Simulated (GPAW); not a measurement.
```cif
data_pbi2
_symmetry_space_group_name_H-M 'P-3m1'
_symmetry_Int_Tables_number 164
_cell_length_a 4.5550
_cell_length_b 4.5550
_cell_length_c 6.9770
_cell_angle_alpha 90.000
_cell_angle_beta 90.000
_cell_angle_gamma 120.000
_cell_volume 125.36
loop_
_atom_site_label
_atom_site_type_symbol
_atom_site_symmetry_multiplicity
_atom_site_Wyckoff_symbol
_atom_site_fract_x
_atom_site_fract_y
_atom_site_fract_z
_atom_site_occupancy
Pb1 Pb 1 a 0.00000 0.00000 0.00000 1
I1 I 2 d 0.33333 0.66667 0.26500 1
_calc_subject 'PbI2 (P-3m1): one start, several treatments of the self-energy'
_calc_method 'DFT, PBE, plane waves, PAW (and 1 further level or step)'
_calc_program 'GPAW 26.7.0'
_calc_settings_of_one_run 'cutoff 450 eV, GPAW PAW setups 1.2.1 data release, 3×3×4 k-mesh, nbands 294'
_calc_cost '4 runs, 12 min in all on 4 MPI ranks of Intel Xeon Platinum 8375C at 2.90GHz (Ice Lake), shared host (the runs of this entry)'
_calc_notes 'The cell and positions come from the Crystallography Open Database and are kept as given unless a step says otherwise. Limits: no spin-orbit coupling. Bands and cutoff are finite, so the gap is not at the basis limit. The miss can reach some tenths of an eV and take either sign; the mesh is an error of its own. The 3×3×4 mesh is coarse for this cell, which bears on the long-range parts of exchange and screening.'
_calc_g0w0_godby_needs_plasmon_pole '3.053 eV'
_calc_g0w0_full_frequency_hilbert_transform '3.059 eV'
_calc_g0w0_multipole '3.078 eV'
_calc_known_limits 'not at the basis limit; no spin-orbit coupling; coarse k mesh'
```

[Paths, hosts, dates, memory and timing lines, banners, echoed tables and standing remarks are left out of the program output.]

[Logs are printed without paths, hosts, clocks, repeated set-up lines and the standing remarks that a program may print on its own settings, such as how far it seeks lower states.]

[Runs of the session that timed out or met a known fault of the program may be left out.]

[Hosts, paths, dates, database ids (printed as entryN), source tags and the programs' standing remarks are cut or masked in the printed files.]
